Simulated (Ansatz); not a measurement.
Ionic part of the dielectric constant of LiF, mode by mode

Level of theory: Ansatz, DFT LDA, scalar-relativistic, plane waves, PAW. Plane waves to 420 eV; Γ-centred k mesh 10×10×10; fixed occupations. No spin polarisation. Phonons by linear response, acoustic sum rule imposed.

The structure is cubic, space group Fm-3m (No. 225). Conventional cell: a = 3.909 Å, b = 3.909 Å, c = 3.909 Å, α = 90.00°, β = 90.00°, γ = 90.00°. Li (site symmetry m-3m) has 6 F at 1.95 Å as nearest neighbours. Around F (site symmetry m-3m) lie 6 Li at 1.95 Å.

The primitive cell has V = 14.93 Å³ and ε∞,yy = 2.118. Each polar mode adds Δε = (4.92064×10⁷/V)·S/ν² along y, with S its oscillator strength in e²/amu, ν in cm⁻¹ and V in Å³.

Q: From these modes, find each Δε and ε0,yy.
| ν (cm⁻¹) | S_yy (e²/amu) |
| --- | --- |
| 339.2 | 0.213 |

A:
| ν (cm⁻¹) | Δε |
| --- | --- |
| 339.2 | 6.10 |

The sum is 6.101, so ε0,yy = 8.22; the run's tensor has 8.22.

Q: Where do the longitudinal modes lie for a wave vector along y?

A: At 668 cm⁻¹. The Lyddane–Sachs–Teller product Π(ν_LO/ν_TO)² = 3.88 matches ε0/ε∞ = 3.88.